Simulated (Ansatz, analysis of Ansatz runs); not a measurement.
## Substitutional N in diamond: charge-transition level, PBE

Subject: substitutional N in diamond. Wanted: its charge-transition level, in one set-up (PBE, 64-site cell, PBE lattice, 300 eV, k: the single point 1/4 1/4 1/4 then 2x2x2 shifted 0.5 0.5 0.5, started with the impurity moved along one bond). The model is a cell of 64 host atoms with 1 C taken out and 1 N put in. The level is the Fermi energy at which two charge states have equal formation energy, after a correction for the images of the charge. This set-up takes another basis size than the usual one.

**The experiment.** (+1/0) level below the conduction-band bottom: 1.7 eV (quoted in “Hunting the elusive shallow n-type donor – An ab initio study of Li and N co-doped diamond”, 2021, S. Conejeros et al., quoting earlier work (1969)). The runs below try to reproduce this.

Main program and level: Ansatz 0.2.0; plane-wave PAW DFT, PBE; relaxation of all atoms of a defect supercell.

Report form: the programs' logs are mostly left out.

## Step 1: The structure

The cell holds 64 atoms: 63 C and 1 N. Its edges and angles: a = 7.141 Å, b = 7.141 Å, c = 7.141 Å, α = 90.0°, β = 90.0°, γ = 90.0°. It derives from C (space group Fd-3m). Nearest the centre at fractional (0.375, 0.375, 0.375): N8 at 0.30 Å, C4 at 1.55 Å, C27 at 1.55 Å, C42 at 1.55 Å, C49 at 1.55 Å, C6 at 2.52 Å, C7 at 2.52 Å, C5 at 2.52 Å. The cell carries charge +1.

The host's primitive cell comes from a first run (plane-wave PAW DFT, PBE; relaxation of the host's cell and atoms): vectors of 2.525, 2.525 and 2.525 Å. That is 5.69 Å³ an atom, 0.3 % over the diffraction cell's volume. The supercell is built on it.

## Step 2: Relaxation, charge +1

Every later number rests on the structure around the defect, so the atoms are relaxed at the host's lattice first.

The input, relax0/input.yaml:

```yaml
relax:
  f_tol: 0.02
  max_steps: 80
  random_displacement: { amplitude: 0.02, seed: 527 }
crystal:
  lattice:
    - [7.14071261, 0.0, 0.0]
    - [0.0, 7.14071261, 0.0]
    - [0.0, 0.0, 7.14071261]
  atoms:
    - { symbol: C, position: [0.0, 0.0, 0.25] }
    - { symbol: C, position: [0.0, 0.25, 0.0] }
    - { symbol: C, position: [0.25, 0.0, 0.0] }
    - { symbol: C, position: [0.25, 0.25, 0.25] }
    - { symbol: C, position: [0.125, 0.125, 0.375] }
    - { symbol: C, position: [0.125, 0.375, 0.125] }
    - { symbol: C, position: [0.375, 0.125, 0.125] }
    - { symbol: "N", position: [0.399255282, 0.399255282, 0.399255282] }
    - { symbol: C, position: [0.0, 0.0, 0.75] }
    - { symbol: C, position: [0.0, 0.25, 0.5] }
    - { symbol: C, position: [0.25, 0.0, 0.5] }
    - { symbol: C, position: [0.25, 0.25, 0.75] }
    - { symbol: C, position: [0.125, 0.125, 0.875] }
    - { symbol: C, position: [0.125, 0.375, 0.625] }
    - { symbol: C, position: [0.375, 0.125, 0.625] }
    - { symbol: C, position: [0.375, 0.375, 0.875] }
    - { symbol: C, position: [0.0, 0.5, 0.25] }
    - { symbol: C, position: [0.0, 0.75, 0.0] }
    - { symbol: C, position: [0.25, 0.5, 0.0] }
    - { symbol: C, position: [0.25, 0.75, 0.25] }
    - { symbol: C, position: [0.125, 0.625, 0.375] }
    - { symbol: C, position: [0.125, 0.875, 0.125] }
    - { symbol: C, position: [0.375, 0.625, 0.125] }
    - { symbol: C, position: [0.375, 0.875, 0.375] }
    - { symbol: C, position: [0.0, 0.5, 0.75] }
    - { symbol: C, position: [0.0, 0.75, 0.5] }
    - { symbol: C, position: [0.25, 0.5, 0.5] }
    - { symbol: C, position: [0.25, 0.75, 0.75] }
    - { symbol: C, position: [0.125, 0.625, 0.875] }
    - { symbol: C, position: [0.125, 0.875, 0.625] }
    - { symbol: C, position: [0.375, 0.625, 0.625] }
    - { symbol: C, position: [0.375, 0.875, 0.875] }
    - { symbol: C, position: [0.5, 0.0, 0.25] }
    - { symbol: C, position: [0.5, 0.25, 0.0] }
    - { symbol: C, position: [0.75, 0.0, 0.0] }
    - { symbol: C, position: [0.75, 0.25, 0.25] }
    - { symbol: C, position: [0.625, 0.125, 0.375] }
    - { symbol: C, position: [0.625, 0.375, 0.125] }
    - { symbol: C, position: [0.875, 0.125, 0.125] }
    - { symbol: C, position: [0.875, 0.375, 0.375] }
    - { symbol: C, position: [0.5, 0.0, 0.75] }
    - { symbol: C, position: [0.5, 0.25, 0.5] }
    - { symbol: C, position: [0.75, 0.0, 0.5] }
    - { symbol: C, position: [0.75, 0.25, 0.75] }
    - { symbol: C, position: [0.625, 0.125, 0.875] }
    - { symbol: C, position: [0.625, 0.375, 0.625] }
    - { symbol: C, position: [0.875, 0.125, 0.625] }
    - { symbol: C, position: [0.875, 0.375, 0.875] }
    - { symbol: C, position: [0.5, 0.5, 0.25] }
    - { symbol: C, position: [0.5, 0.75, 0.0] }
    - { symbol: C, position: [0.75, 0.5, 0.0] }
    - { symbol: C, position: [0.75, 0.75, 0.25] }
    - { symbol: C, position: [0.625, 0.625, 0.375] }
    - { symbol: C, position: [0.625, 0.875, 0.125] }
    - { symbol: C, position: [0.875, 0.625, 0.125] }
    - { symbol: C, position: [0.875, 0.875, 0.375] }
    - { symbol: C, position: [0.5, 0.5, 0.75] }
    - { symbol: C, position: [0.5, 0.75, 0.5] }
    - { symbol: C, position: [0.75, 0.5, 0.5] }
    - { symbol: C, position: [0.75, 0.75, 0.75] }
    - { symbol: C, position: [0.625, 0.625, 0.875] }
    - { symbol: C, position: [0.625, 0.875, 0.625] }
    - { symbol: C, position: [0.875, 0.625, 0.625] }
    - { symbol: C, position: [0.875, 0.875, 0.875] }
  host:
    repeats: [2, 2, 2]
    atoms:
      - { symbol: C, position: [0.0, 0.0, 0.5] }
      - { symbol: C, position: [0.0, 0.5, 0.0] }
      # ... 6 more atoms of the perfect host
total_charge: 1
basis:
  ecutwfc: 300
  xc_grid: 2
hamiltonian:
  xc: pbe
kpoints:
  mp_grid: { grid: [1, 1, 1], shift: [0.25, 0.25, 0.25] }
scf:
  occupations: { method: fermi_dirac, width: 0.01 }
  max_iter: 120
output:
  forces: true
  charged_corrections:
    epsilon: 5.85
    static_epsilon: 5.85
    defect_position: [0.375, 0.375, 0.375]
checkpoint:
  write: "../relax0.run"
  compress: false
  write_wavefunctions: true
  write_every: 100000
```

On the command line:

```sh
$ ansatz run input.yaml --threads 2 --pin off --max-ram 3768MiB --backend cpu --events-out ev --progress --plain --runs-dir out
```

Wall time 11 s (2 threads of Intel Xeon 6975P-C (Granite Rapids), shared host); peak memory 0.64 GiB.

Step by step:

```
step  energy less that of the first step (eV)  largest force component (eV/Å)
   1                                   0.0000                          5.7250
   2                                  -1.7183                          2.2506
   3                                  -2.0953                          0.4165
   4                                  -2.1155                          0.1344
   5                                  -2.1175                          0.0459
   6                                  -2.1182                          0.0068
```

The atoms that moved most (Å, from the sites as typed, ahead of the random displacement, the mean shift of all atoms taken out):

```
atom      dx      dy      dz  length
  N8  -0.172  -0.172  -0.172   0.297
 C27  -0.004   0.011   0.011   0.016
 C49   0.011   0.011  -0.004   0.016
 C42   0.011  -0.004   0.011   0.016
  C4  -0.008  -0.008  -0.008   0.014
 C53   0.003   0.003   0.011   0.011
 C31   0.011   0.003   0.003   0.011
 C46   0.003   0.011   0.003   0.011
```

Neighbours of N8 at the end:

```
atom  distance (Å)
 C42         1.560
 C27         1.560
 C49         1.560
  C4         1.562
  C6         2.521
  C7         2.521
  C5         2.521
 C21         2.523
 C23         2.523
 C14         2.523
 C38         2.523
 C15         2.523
 C37         2.523
 C31         2.526
 C46         2.526
 C53         2.526
```

Read from the output:

```yaml
free_energy: -16191.0807 eV
```

The series, run alike:

```
                  run    outcome  energy less the first (eV)  moment (μB)  time
relaxation, charge +1  converged                      0.0000         0.00  11 s
 relaxation, charge 0  converged                     16.7115         1.00  21 s
```

The relaxation ends 33 meV an atom lower than the displaced start, with a largest force component of 0.0068 eV/Å.

## Step 3: Single point, charge +1

The relaxed structure is kept, and the final numbers are taken at the final level and k-points.

This step: plane-wave PAW DFT, PBE; single point of a defect supercell.

The input, point0/input.yaml:

```yaml
crystal:
  lattice:
    - [7.14071261, 0.0, 0.0]
    - [0.0, 7.14071261, 0.0]
    - [0.0, 0.0, 7.14071261]
  atoms:
    - { symbol: C, position: [0.00035963, 7.4876e-05, 0.249518679] }
    - { symbol: C, position: [0.000358442, 0.249625412, -2.8504e-05] }
    - { symbol: C, position: [0.249904826, 7.6836e-05, -2.9043e-05] }
    - { symbol: C, position: [0.24901653, 0.248736033, 0.248628008] }
    - { symbol: C, position: [0.125652141, 0.125367546, 0.37607877] }
    - { symbol: C, position: [0.125650616, 0.376180533, 0.125266309] }
    - { symbol: C, position: [0.376461165, 0.125367651, 0.125268305] }
    - { symbol: "N", position: [0.375324679, 0.375044537, 0.374940814] }
    - { symbol: C, position: [0.00028137, -3.352e-06, 0.750059417] }
    - { symbol: C, position: [0.000139656, 0.2501098, 0.499979895] }
    - { symbol: C, position: [0.250396078, -0.000146221, 0.499980756] }
    - { symbol: C, position: [0.250399077, 0.250116499, 0.750303083] }
    - { symbol: C, position: [0.125427412, 0.125146486, 0.875127399] }
    - { symbol: C, position: [0.12579799, 0.374415445, 0.625020544] }
    - { symbol: C, position: [0.374698447, 0.125511004, 0.625022202] }
    - { symbol: C, position: [0.375602642, 0.375320655, 0.875208694] }
    - { symbol: C, position: [0.00013965, 0.500085271, 0.250008142] }
    - { symbol: C, position: [0.00028127, 0.750164351, -0.000110651] }
    - { symbol: C, position: [0.250396228, 0.50008682, -0.000251396] }
    - { symbol: C, position: [0.250400456, 0.750408818, 0.250010656] }
    - { symbol: C, position: [0.125799008, 0.625121504, 0.374315968] }
    - { symbol: C, position: [0.125428852, 0.875228279, 0.125048295] }
    - { symbol: C, position: [0.374701084, 0.625122905, 0.125412937] }
    - { symbol: C, position: [0.375603983, 0.875310591, 0.375219736] }
    - { symbol: C, position: [0.000548737, 0.500490997, 0.749936894] }
    - { symbol: C, position: [0.000551751, 0.750044006, 0.500389671] }
    - { symbol: C, position: [0.249491955, 0.501345558, 0.501244047] }
    - { symbol: C, position: [0.249992506, 0.750026974, 0.749921975] }
    - { symbol: C, position: [0.125489003, 0.625398529, 0.875197603] }
    - { symbol: C, position: [0.125489917, 0.875295813, 0.625299263] }
    - { symbol: C, position: [0.376624797, 0.625193548, 0.625090709] }
[... 27 lines left out ...]
    - { symbol: C, position: [0.750819115, 0.500207083, 0.500101847] }
    - { symbol: C, position: [0.750549266, 0.750263501, 0.750156875] }
    - { symbol: C, position: [0.625765865, 0.625484703, 0.875299446] }
    - { symbol: C, position: [0.625765786, 0.875398886, 0.625384319] }
    - { symbol: C, position: [0.875687388, 0.625481257, 0.625381554] }
    - { symbol: C, position: [0.875587705, 0.87530296, 0.875203621] }
  host:
    repeats: [2, 2, 2]
    atoms:
      - { symbol: C, position: [0.0, 0.0, 0.5] }
      - { symbol: C, position: [0.0, 0.5, 0.0] }
      # ... 6 more atoms of the perfect host
total_charge: 1
basis:
  ecutwfc: 300
  xc_grid: 2
hamiltonian:
  xc: pbe
kpoints:
  mp_grid: { grid: [2, 2, 2], shift: [0.5, 0.5, 0.5] }
scf:
  occupations: { method: fermi_dirac, width: 0.01 }
  max_iter: 120
output:
  forces: true
  charged_corrections:
    epsilon: 5.85
    static_epsilon: 5.85
    defect_position: [0.375, 0.375, 0.375]
  eigenvalues: true
checkpoint:
  read: "../relax0.run"
  write: "../point0.run"
  compress: false
  write_wavefunctions: true
  write_every: 100000
```

Wall time 4.4 s (2 threads); peak memory 0.74 GiB.

This step gave:

```yaml
free_energy: -16191.0756 eV
```

The series, run alike:

```
                    run    outcome  energy less the first (eV)  moment (μB)   time
single point, charge +1  converged                      0.0000         0.00  4.4 s
 single point, charge 0  converged                     16.6205         1.00  9.9 s
```

## Step 4: Charge-transition levels

A charged cell feels its images and has its own zero of potential; this step corrects both and places the level between the host's band edges.

This step: place-levels on PBE runs: charge-transition levels with image-charge correction and potential alignment at the atomic sites.

The input, levels.yaml:

```yaml
host:
  run: host.point.run
  levels_from: { run: edges.run }
states: [point0.run, point1.run]
geometry_from:
  point0.run: relax0.run
  point1.run: relax1.run
  host.point.run: host.relax.run
```

On the command line:

```sh
$ ansatz place-levels levels.yaml -- --threads 2 --pin off --max-ram 3768MiB
```

Wall time 0.12 s (2 threads).

Numbers from this step:

```
gap : 4.062 eV
```

## Step 5: Outcome

| Item | Value |
| --- | --- |
| static dielectric constant used | 5.8 |
| band gap of the host | 4.06 eV |
| (plus 1/0) level below the conduction-band bottom | 1.21 eV |
| time of the whole chain | 61 s on 2 threads |

In words: (+1/0) level below the conduction-band bottom: computed 1.21 eV, measured 1.7 eV; 0.49 eV shallower than the measurement. The level is counted in a gap of 4.06 eV, and the correction is screened by a dielectric constant of 5.8 from a linear-response run on the host (PBE). Levels hang on the band edges, which semilocal functionals place too close together. Limits: the cell was relaxed at this lower cutoff, where the basis error moves the lattice constant; the periodic copies of the defect are only 7.1 Å apart.

[Logs are printed without paths, hosts, clocks, repeated set-up lines and the standing remarks that a program may print on its own settings, such as how far it seeks lower states.]

[Hosts, paths, dates, database ids (printed as entryN), source tags and the programs' standing remarks are cut or masked in the printed files.]

[For some hosts the program warned that the k-mesh of the response run may be too coarse for force constants and the static dielectric constant; such warnings are not shown here.]
